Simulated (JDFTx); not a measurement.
Crystal: Mo.

```
Mo
1.0
    -1.58381    1.58381    1.58381
     1.58381   -1.58381    1.58381
     1.58381    1.58381   -1.58381
Mo
1
Direct
  0.00000 0.00000 0.00000
```

Base run:

- Program: JDFTx 1.7.0 (patched build)
- Functional: PBE
- Potentials or basis: PseudoDojo-SR-PBE-0.5-standard
- Cutoff: 1088 eV
- Density cutoff: 4354 eV
- k mesh: 12 × 12 × 12
- Occupations: fermi-dirac, width 0.05 eV
- Spin: no spin polarisation

Its results: band gap on the k mesh none (metal or under the smearing width); pressure -1.5 GPa.

**Question.** The run is repeated on the same cell with these changes: functional from PBE to PBEsol; potentials or basis from PseudoDojo-SR-PBE-0.5-standard to PseudoDojo-SR-PBEsol-0.4.1-standard with smoothed tails. What comes out?

**Answer.** Band gap on the k mesh none (metal or under the smearing width); pressure -9.4 GPa.

Not every run made on this cell is shown here.
